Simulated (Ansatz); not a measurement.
Here is an Ansatz 0.2.0 calculation.

input.yaml

```yaml
crystal:
  lattice:
    - [0.0, 3.18, 3.18]
    - [3.18, 0.0, 3.18]
    - [3.18, 3.18, 0.0]
  atoms:
    - { symbol: Hg, position: [0.0, 0.0, 0.0] }
    - { symbol: Te, position: [0.5, 0.5, 0.5] }
hamiltonian:
  xc: pbesol
  pseudopotentials: { kind: paw }
kpoints:
  mp_grid: { grid: [7, 7, 7] }
  band_path:
    path:
      - [[0.0, 0.0, 0.0], [0.5, 0.0, 0.5], [0.5, 0.25, 0.75], [0.375, 0.375, 0.75], [0.0, 0.0, 0.0], [0.5, 0.5, 0.5], [0.625, 0.25, 0.625], [0.5, 0.25, 0.75], [0.5, 0.5, 0.5], [0.375, 0.375, 0.75]]
      - [[0.625, 0.25, 0.625], [0.5, 0.0, 0.5]]
    npoints: 14
scf:
  occupations: { method: fermi_dirac, width: 0.05 }
  n_extra_bands: 6
output:
  forces: true
  stress: true
  eigenvalues: true
  fatbands: false
  write_density: true
  write_potential: true
  elf: true
  volumetric_format: npy
```

Potentials or basis: Ansatz PAW.

Launch:

```console
$ ansatz run input.yaml --threads 2 --pin off --max-ram 5632MiB --backend cpu --events-out ev --progress --plain --runs-dir out
```

(1) Predict the band gap on the k mesh.

(2) What does it give for the pressure?

Results:

(1) none (metal or under the smearing width).

(2) -6.5 GPa.

Caveat: spin-orbit coupling is left out, which moves the levels of the heavy elements; the PAW data sets come from PBE, with cores solved anew for the run's functional, which leaves a small shift of forces and pressure.
